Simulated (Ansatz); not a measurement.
# Sb: the cost of one run

Method: DFT PBE, scalar-relativistic, plane waves, PAW, in Ansatz 0.2.0.

## 1. The structure to begin with

It takes space group Cmmm (No. 65, orthorhombic). Conventional cell: a = 3.740 Å, b = 4.495 Å, c = 3.686 Å, α = 90.00°, β = 90.00°, γ = 90.00°. Sb (site symmetry mmm) is surrounded by 4 Sb at 2.92 Å.

As a file:

```
CELL_PARAMETERS angstrom
1.86993 -2.24761 0.00000
1.86993 2.24761 0.00000
0.00000 0.00000 3.68567
ATOMIC_POSITIONS crystal
Sb 0.00000 0.00000 0.00000
```

A structure generator made this guess: random cell by space group and Wyckoff sites (Cmmm, No. 65). Its size is a rough estimate.

## 2. Probe: one point on a coarse mesh

Contents of input.yaml:

```yaml
crystal:
  lattice:
    - [1.86992839, -2.24760753, 0.0]
    - [1.86992839, 2.24760753, 0.0]
    - [0.0, 0.0, 3.68567391]
  atoms:
    - { symbol: Sb, position: [0.0, 0.0, 0.0] }
basis:
  ecutwfc: 420
kpoints:
  mp_grid: { grid: [6, 6, 6] }
hamiltonian:
  xc: pbe
scf:
  occupations: { method: gaussian, width: 0.1 }
  lower_state_search: "off"
output:
  forces: true
  stress: true
  eigenvalues: true
```

Run with:

```sh
$ ansatz run input.yaml --threads 1 --pin off --max-ram 2560MiB --backend cpu --events-out ev --progress --plain --runs-dir out
```

What time and memory should one allow on 1 thread of Arm Neoverse N1, shared host?

About 2.2 s, with a peak of 0.27 GiB.
